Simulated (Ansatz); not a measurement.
## ZrN under changes of volume

One of the cells (12.167 Å³/atom); the others are scaled copies at fixed shape and fractional positions:

```
Zr N
1.0
     0.00000    2.30000    2.30000
     2.30000    0.00000    2.30000
     2.30000    2.30000    0.00000
Zr N
1 1
Direct
  0.50000 0.50000 0.50000
  0.00000 0.00000 0.00000
```

* Program: Ansatz 0.2.0
* Functional: BLYP
* Dispersion: D3(BJ)
* Potentials or basis: Ansatz PAW
* Cutoff: 420 eV (not typed: the program's choice for these potentials)
* k mesh: 10 × 10 × 10
* Occupations: fermi-dirac, width 0.05 eV
* Spin: no spin polarisation

```csv
volume (Å³/atom),energy over the lowest point (meV/atom),pressure (GPa)
11.437,?,?
11.680,2.37,4.4
11.924,0.00,-1.1
12.167,5.49,-6.0
12.410,18.08,-10.4
12.654,37.08,-14.4
12.897,61.68,-17.9
```

Task: What does the run at 11.437 Å³/atom give?

Result: Energy over the lowest point 13.61 meV/atom; pressure 10.5 GPa.

Worked out: A Birch-Murnaghan fit of order 3 (a polynomial in V^(-2/3)) to the other rows has its minimum at 11.87 Å³/atom with B0 = V·E''(V) = 259 GPa and B' = 4.3. It gives 13.55 meV/atom at 11.437 Å³/atom, against the run's 13.61, and -dE/dV = 10.5 GPa, against 10.5.

Energies are extrapolated to zero smearing.

Caveats: pairwise dispersion overbinds metals, which lowers pressure and volume; the PAW data sets come from PBE, with cores solved anew for the run's functional, which leaves a small shift of forces and pressure.
